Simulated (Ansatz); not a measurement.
# ZrO2: how the settings move a relaxation

How sensitive is a relaxation of ZrO2 to its settings? A reference run comes first, then one run with altered input.

The COD entry's cell or inner coordinates are ideal or old and differ from later refinements, so a difference from it is no clean test against experiment.

Method: reference: DFT, r2SCAN, PAW with Ansatz's default frozen-core files, scalar-relativistic; relaxation of cell and atoms, in Ansatz 0.2.0.

1 further run of the same task is left out (it didn't finish).

## (1) Starting point

It takes space group Fm-3m (No. 225, cubic). Conventional cell: a = 5.070 Å, b = 5.070 Å, c = 5.070 Å, α = 90.00°, β = 90.00°, γ = 90.00°. Zr (site symmetry m-3m) has 8 O at 2.20 Å as nearest neighbours. Around O (site symmetry -43m) lie 4 Zr at 2.20 Å.

As a file:

```xyz
3
Lattice="0.0000 2.5350 2.5350 2.5350 0.0000 2.5350 2.5350 2.5350 0.0000" Properties=species:S:1:pos:R:3 pbc="T T T"
Zr    0.0000    0.0000    0.0000
O     1.2675    1.2675    1.2675
O     3.8025    3.8025    3.8025
```

## (2) Baseline

input.yaml reads:

```yaml
crystal:
  lattice:
    - [0.0, 2.535, 2.535]
    - [2.535, 0.0, 2.535]
    - [2.535, 2.535, 0.0]
  atoms:
    - { symbol: Zr, position: [0.0, 0.0, 0.0] }
    - { symbol: O, position: [0.25, 0.25, 0.25] }
    - { symbol: O, position: [0.75, 0.75, 0.75] }
kpoints:
  mp_grid: { grid: [12, 12, 12] }
scf:
  occupations: { method: fermi_dirac, width: 0.05 }
hamiltonian:
  xc: r2scan
  pseudopotentials: { kind: paw }
relax:
  f_tol: 0.002
  max_steps: 80
  cell: {}
output:
  forces: true
  stress: true
```

Started as:

```
ansatz run input.yaml --threads 2 --pin off --max-ram 6144MiB --backend cpu --events-out ev --progress --plain --runs-dir out
```

## (3) A further run, with the input changed

input.yaml, as its differences from that of step 2:

```diff
@@ -10,5 +10,6 @@
 kpoints:
-  mp_grid: { grid: [12, 12, 12] }
+  mp_grid: { grid: [8, 8, 8] }
 scf:
-  occupations: { method: fermi_dirac, width: 0.05 }
+  occupations: { method: fixed }
+  lower_state_search: light
 hamiltonian:
@@ -23 +24,3 @@
   stress: true
+basis:
+  ecutwfc: "450 eV"
```

(Steps that only read results are left out.)

Before running it: what results should come out? Wanted: for each run, ending; energy change; pressure; gap; force.

As calculated:

| run | ending | energy change | pressure (GPa) | gap (eV) | force (eV/Å) | cycles | time |
| --- | --- | --- | --- | --- | --- | --- | --- |
| reference | converged | 0 | 0.0 | 3.89 | 0.00 | 20 | 7.8 s |
| 1: mp_grid.grid [8, 8, 8], occupations.method fixed, lower_state_search light, ecutwfc 450 eV | converged | +1.4 meV/atom (σ→0) | 0.0 | 3.89 | 0.00 | 21 | 3.7 s |

Changing the k-point mesh, smearing, search for lower states and cutoff moves the energy by +1.4 meV/atom (σ→0 values). The log warns that the cutoff is under what these potentials recommend, so the shift holds truncation error. Cost: 21 SCF cycles against 20, 3.7 s against 7.8 s. Run 1 ran under the cutoff that the potentials recommend, as the log warns, so basis error is mixed into its values.
